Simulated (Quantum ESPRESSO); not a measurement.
MoP:

```
CELL_PARAMETERS angstrom
3.22300 0.00000 0.00000
-1.61150 2.79120 0.00000
0.00000 0.00000 3.19100
ATOMIC_POSITIONS crystal
Mo 0.00000 0.00000 0.00000
P 0.33333 0.66667 0.50000
```

| Item | Value |
| --- | --- |
| Program | Quantum ESPRESSO 7.5 |
| Task | single point |
| Functional | PBE |
| Potentials or basis | SSSP 1.3 efficiency PBE |
| Cutoff | 816 eV |
| Density cutoff | 5987 eV |
| k mesh | 10 × 10 × 8 |
| Occupations | fermi-dirac, width 0.05 eV |
| Spin | no spin polarisation |

On this cell: pressure 2.4 GPa; largest force under 0.003 eV/Å; band gap on the k mesh none (metal or under the smearing width).

The same run follows on a disturbed copy (atoms moved at random, drawn with an rms of 0.05 Å):

```
CELL_PARAMETERS angstrom
3.22300 0.00000 0.00000
-1.61150 2.79120 0.00000
0.00000 0.00000 3.19100
ATOMIC_POSITIONS crystal
Mo 0.99571 0.00610 0.00142
P 0.32258 0.67395 0.49012
```

What does the disturbed cell give?

The energy (extrapolated to zero smearing) moves by +6.4 meV/atom; pressure 2.7 GPa; largest force 0.599 eV/Å; band gap on the k mesh none (metal or under the smearing width).

Forces in eV/Å, atoms in the order of the input:
```
Mo  -0.330  0.052 -0.498
P    0.330 -0.052  0.498
```

Stress tensor (GPa, compression positive):
```
 3.03 -0.94  0.22
-0.94  2.76 -0.04
 0.22 -0.04  2.19
```
